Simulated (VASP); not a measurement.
A run of VASP 6.6.1 is set up as follows.

The input INCAR:

```
  ALGO = Normal
  EDIFF = 1E-6
  EDIFFG = -0.01
  ENCUT = 600
  IBRION = 2
  ISIF = 3
  ISMEAR = 0
  KPAR = 4
  LASPH = True
  LCHARG = False
  LREAL = False
  LWAVE = False
  NELM = 80
  NSW = 90
  PREC = Accurate
  SIGMA = 0.03
```

KPOINTS

```
k-points
0
Gamma
  4 8 2
```

POSCAR

```
Te2Mo
1.0
    6.3300000000      0.0000000000      0.0000000000
    0.0000000000      3.4690000000      0.0000000000
   -0.9467947088      0.0000000000     13.8276237937
Te Mo
8 4
Direct
    0.5568000000      0.7500000000      0.3516000000
    0.4432000000      0.2500000000      0.6484000000
    0.5888000000      0.2500000000      0.1045000000
    0.4112000000      0.7500000000      0.8955000000
    0.0970000000      0.7500000000      0.1486000000
    0.9030000000      0.2500000000      0.8514000000
    0.0563000000      0.2500000000      0.3955000000
    0.9437000000      0.7500000000      0.6045000000
    0.3181000000      0.7500000000      0.5066000000
    0.6819000000      0.2500000000      0.4934000000
    0.1833000000      0.2500000000      0.0074000000
    0.8167000000      0.7500000000      0.9926000000
```

Potentials or basis: VASP PAW LDA potentials, release 64 (Te, Mo_sv).

Run with:

```bash
$ cat potpaw_LDA.64/Te/POTCAR potpaw_LDA.64/Mo_sv/POTCAR > POTCAR
$ mpirun -np 4 vasp_std > vasp.out
```

(1) Estimate the relaxed cell.

(2) Predict the space group after relaxing (to 0.05 Å).

Results:

(1) a = 6.306 Å, b = 3.444 Å, c = 13.291 Å, α = 90.00°, β = 93.89°, γ = 90.00°.

(2) P2_1/m (No. 11).
